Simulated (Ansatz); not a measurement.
Na:

```xyz
1
Lattice="-2.1410 2.1410 2.1410 2.1410 -2.1410 2.1410 2.1410 2.1410 -2.1410" Properties=species:S:1:pos:R:3 pbc="T T T"
Na    0.0000    0.0000    0.0000
```

```yaml
Program: Ansatz 0.2.0
Task: relaxation of cell and atoms
Functional: PBE
Potentials_or_basis: Ansatz PAW
Cutoff: "420 eV (not typed: the program's choice for these potentials)"
k_mesh: 9 × 9 × 9
Occupations: fermi-dirac, width 0.05 eV
Spin: no spin polarisation
```

At the start: volume 39.26 Å³/atom.

Q: How do energy, volume and symmetry change on relaxing?

A: It ends after 4 steps and the volume is 36.70 Å³/atom (-6.5 %); space group Im-3m (No. 229, to 0.05 Å).

The path:
```
step  energy change (eV)  largest force (eV/Å)  volume (Å³)
   1              0.0000                0.0000        39.26
   2             -0.0010                0.0000        38.84
   3             -0.0034                0.0000        36.70
   4             -0.0033                0.0000        36.70
```

Final structure:
```cif
data_structure
_symmetry_space_group_name_H-M 'P 1'
_symmetry_Int_Tables_number 1
_cell_length_a 3.6261
_cell_length_b 3.6261
_cell_length_c 3.6261
_cell_angle_alpha 109.471
_cell_angle_beta 109.471
_cell_angle_gamma 109.471
_cell_volume 36.70
loop_
_atom_site_label
_atom_site_type_symbol
_atom_site_fract_x
_atom_site_fract_y
_atom_site_fract_z
_atom_site_occupancy
Na1 Na 0.00000 0.00000 0.00000 1
```

Caveat: the plane-wave basis is chosen anew once the cell has moved, so the energies of steps on either side of that aren't comparable.
